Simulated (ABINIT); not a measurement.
Input of an ABINIT 10.8.3 (patched build) run:

File run.abi:

```
pp_dirpath "./"
pseudos "Ti.GGA_PBE-JTH.xml"

acell 3*1.0 Angstrom
rprim
     2.9500000000     0.0000000000     0.0000000000
    -1.4750000000     2.5547749412     0.0000000000
     0.0000000000     0.0000000000     4.6800000000
ntypat 1
znucl 22
natom 2
typat 1 1
xred
     0.6666666667     0.3333333333     0.7500000000
     0.3333333333     0.6666666667     0.2500000000
chkprim 0
chksymtnons 0
tolsym 1.0e-6

ecut 15.0
pawecutdg 30.0

kptopt 1
ngkpt 10 10 6
nshiftk 1
shiftk 0.0 0.0 0.0

ixc 11
vdw_xc 6

nband 16
occopt 3
tsmear 0.05 eV

nstep 100
tolvrs 1.0e-9

iomode 3
prtwf 0
prtden 0
prteig 0
prtebands 0
enunit 1

ionmov 2
ntime 60
tolmxf 5.0e-5
optcell 2
dilatmx 1.08
ecutsm 0.5
strtarget 3*-3.398931e-05 3*0.0
```

Potentials or basis: JTH PAW PBE v2.0.

Launch:

```console
$ abinit run.abi > log 2>&1
```

Problem. What does it give for the space group after relaxing (to 0.05 Å)?

Solution. P6_3/mmc (No. 194).

Problem. What does it give for the relaxed volume?

Solution. 16.53 Å³/atom.

The path:
| step | energy change (eV) | largest force (eV/Å) | pressure (GPa) | volume (Å³) |
| --- | --- | --- | --- | --- |
| 1 | 0.0000 | 0.0000 | -6.07 | 35.27 |
| 2 | -0.0239 | 0.0000 | -3.88 | 34.51 |
| 3 | -0.0378 | 0.0000 | 1.29 | 32.97 |
| 4 | -0.0383 | 0.0000 | 1.00 | 33.05 |
| 5 | -0.0384 | 0.0000 | 0.98 | 33.05 |
| 6 | -0.0385 | 0.0000 | 0.97 | 33.06 |
| 7 | -0.0384 | 0.0000 | 0.99 | 33.05 |

Caveat: pairwise dispersion overbinds metals, which lowers pressure and volume.
